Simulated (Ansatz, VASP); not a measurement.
**GaCo: VASP beside Ansatz**

File INCAR:

```
ALGO     = Fast           # electronic algorithm
EDIFF    = 1E-6           # SCF threshold, eV
ENCUT    = 520            # plane-wave cutoff, eV
GGA      = PS             # functional
ISIF     = 2              # what is computed and relaxed
ISMEAR   = 0              # smearing method
LASPH    = T              # aspherical terms in the spheres
LCHARG   = F              # write CHGCAR
LREAL    = F              # projectors in reciprocal space
LWAVE    = F              # write WAVECAR
NBANDS   = 18             # bands
NELM     = 80             # most SCF steps
PREC     = Accurate       # precision mode
SIGMA    = 0.15           # smearing width, eV
```

Contents of KPOINTS:

```
k-points
0
Gamma
  16 16 16
```

The input POSCAR:

```
GaCo
1.0
    2.6524520000      0.0000000000      0.0000000000
    0.0000000000      2.6524520000      0.0000000000
    0.0000000000      0.0000000000      2.7677760000
Ga Co
1 1
Direct
    0.5000000000      0.5000000000      0.5000000000
    0.0000000000      0.0000000000      0.0000000000
```

Input for Ansatz:

```yaml
crystal:
  lattice:
    - [2.652452, 0.0, 0.0]
    - [0.0, 2.652452, 0.0]
    - [0.0, 0.0, 2.767776]
  atoms:
    - { symbol: Ga, position: [0.5, 0.5, 0.5] }
    - { symbol: Co, position: [0.0, 0.0, 0.0] }
basis:
  ecutwfc: 420
kpoints:
  mp_grid: { grid: [16, 16, 16] }
hamiltonian:
  xc: pbesol
scf:
  occupations: { method: gaussian, width: 0.15 }
output:
  forces: true
  stress: true
  eigenvalues: true
  write_density: true
  write_potential: true
  elf: true
  volumetric_format: npy
```

Change from the starting cell: strain -0.080 along x and y, -0.040 along z, atoms carried along.

Alike in both runs: task single point; functional PBEsol; k mesh 16 × 16 × 16; occupations gaussian, width 0.15 eV; no spin polarisation.

```csv
,VASP,Ansatz
version,VASP 6.6.1,Ansatz 0.2.0
potentials or method,"VASP PAW PBE potentials, release 64 (Ga_d, Co)","scalar-relativistic, plane waves, PAW"
plane-wave cutoff (eV),520,420
valence electrons in the cell,22,30
```

|  | VASP | Ansatz | Ansatz less VASP |
| --- | --- | --- | --- |
| gap on the k mesh at the Fermi level (eV) | none | none | - |
| pressure (GPa) | 48.0 | 47.7 | -0.30 |
| largest component of the traceless stress (GPa) | 2.23 | 2.22 | -0.013 |

A gap of «none» marks a metal or a gap that the smearing closes. With one functional, cell and mesh, what is left measures potentials, basis and numerics. The two sets of potentials don't hold the same shells in valence.

Caveats: so large a pressure means that the cell lies far from this level's equilibrium, or that cutoff or potentials fall short (VASP); the potentials were made for another functional, which shifts forces and pressure (VASP). Spin polarisation is off, so any magnetic state and its effect on volume and gap are missing.
